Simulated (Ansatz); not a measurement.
The system is MnO.

```xyz
2
Lattice="0.0000 2.2239 2.2239 2.2239 0.0000 2.2239 2.2239 2.2239 0.0000" Properties=species:S:1:pos:R:3 pbc="T T T"
Mn    0.0000    0.0000    0.0000
O     2.2239    2.2239    2.2239
```

The cell is a database's computed one.

```yaml
Program: Ansatz 0.2.0
Task: relaxation of cell and atoms
Functional: BLYP
Potentials_or_basis: all-electron LAPW, scalar-relativistic
Basis_error_allowed: 0.001 eV/atom
k_mesh: 10 × 10 × 10
Occupations: fermi-dirac, width 0.05 eV
Spin: collinear spin, ferromagnetic start
Starting_moments: "[4.0, 0.0] μB"
```

At the start: volume 11.00 Å³/atom.

Q: How do energy, volume and symmetry change on relaxing?

A: Over 5 steps the energy falls by 4.9 meV/atom and the volume is 11.38 Å³/atom (+3.5 %); space group Fm-3m (No. 225, to 0.05 Å); moment 4.80 μB per cell.

The path:
```tsv
step	energy change (eV)	largest force (eV/Å)	volume (Å³)
1	0.0000	0.0000	22.00
2	-0.0071	0.0000	22.38
3	-0.0095	0.0000	22.89
4	-0.0097	0.0000	22.77
5	-0.0097	0.0000	22.77
```

Final structure:
```
Mn O
1.0
     0.00000    2.24963    2.24963
     2.24963    0.00000    2.24963
     2.24963    2.24963    0.00000
Mn O
1 1
Direct
  0.00000 0.00000 0.00000
  0.50000 0.50000 0.50000
```

Caveat: a cell with one magnetic atom can't hold antiferromagnetic order, which such compounds often take.
